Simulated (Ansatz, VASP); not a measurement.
# One calculation of Ag, two programs

The input INCAR:

```
ALGO = Fast ; EDIFF = 1E-7
ENCUT = 520 ; GGA = PS
ISIF = 2 ; ISMEAR = 0
LASPH = T ; LCHARG = F
LREAL = F ; LWAVE = F
NBANDS = 12 ; NELM = 100
PREC = Accurate ; SIGMA = 0.15
```

File KPOINTS:

```
k-points
0
Gamma
  20 20 20
```

The input POSCAR:

```
Ag
1.0
   -1.8212194000      1.8212194000      1.6556540000
    1.8212194000     -1.8212194000      1.6556540000
    1.8212194000      1.8212194000     -1.6556540000
Ag
1
Direct
    0.0000000000      0.0000000000      0.0000000000
```

Input for Ansatz:

```yaml
crystal:
  lattice:
    - [-1.8212194, 1.8212194, 1.655654]
    - [1.8212194, -1.8212194, 1.655654]
    - [1.8212194, 1.8212194, -1.655654]
  atoms:
    - { symbol: Ag, position: [0.0, 0.0, 0.0] }
basis:
  ecutwfc: 420
kpoints:
  mp_grid: { grid: [20, 20, 20] }
hamiltonian:
  xc: pbesol
scf:
  occupations: { method: gaussian, width: 0.15 }
output:
  forces: true
  stress: true
  eigenvalues: true
```

Change from the starting cell: strain +0.1000 x Voigt [1, 1, 0, 0, 0, 0], atoms carried along.

Alike in both runs: task single point; functional PBEsol; k mesh 20 × 20 × 20; occupations gaussian, width 0.15 eV; no spin polarisation.

```csv
,VASP,Ansatz
version,VASP 6.6.1,Ansatz 0.2.0
potentials or method,"VASP PAW PBE potentials, release 64 (Ag)","scalar-relativistic, plane waves, PAW"
plane-wave cutoff (eV),520,420
valence electrons in the cell,11,19
```

|  | VASP | Ansatz | Ansatz less VASP |
| --- | --- | --- | --- |
| gap on the k mesh at the Fermi level (eV) | none | none | - |
| pressure (GPa) | -14.4 | -14.4 | +0.01 |
| largest component of the traceless stress (GPa) | 0.24 | 0.24 | +0.005 |

A gap of «none» marks a metal or a gap that the smearing closes. The functional is the same, so the differences come from potentials, cutoffs and numerics. The two sets of potentials don't hold the same shells in valence.

Caveats: the PAW data sets were made with another functional, which shifts forces and pressure a little (VASP).
